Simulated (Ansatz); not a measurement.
Structure relaxation of Hg

Method: DFT PBE, scalar-relativistic, plane waves, PAW (Ansatz 0.2.0). Cutoff 420 eV, Γ-centred k mesh, Gaussian smearing, no spin polarisation in the final step.

Hg was placed on the sites of a reported Bi cell (C2/m, No. 12), at a guessed volume.

```
Hg
1.0
     3.35764   -3.07496    0.00000
     3.35764    3.07496    0.00000
    -1.15835    0.00000    3.11271
Hg
2
Cartesian
  1.5183 0.0000 0.4638
  4.0386 0.0000 2.6489
```

Cell and atoms relax at zero pressure; the relaxation can't lower the symmetry of the start.

**Question.** Which crystal results?

**Answer.** It keeps C2/m (No. 12). Conventional cell: a = 6.484 Å, b = 6.091 Å, c = 3.196 Å, β = 113.2°. Hg has 6 Hg at 3.10–3.20 Å and 1 Hg at 3.45 Å.

```
Hg
1.0
     3.24204   -3.04575    0.00000
     3.24204    3.04575    0.00000
    -1.25950    0.00000    2.93745
Hg
2
Direct
  0.25593 0.25593 0.09572
  0.74407 0.74407 0.90428
```

**Question.** What are its volume, density and gap?

**Answer.** The volume per atom is 29.01 Å³, the density is 11.48 g/cm³ and the gap on the 14×14×18 mesh is 0 eV (a metal).

The final run used a 14×14×18 mesh on its 2-atom cell and 0.10 eV smearing. Spin–orbit coupling is left out. A structure relaxed within its symmetry needn't be a true minimum.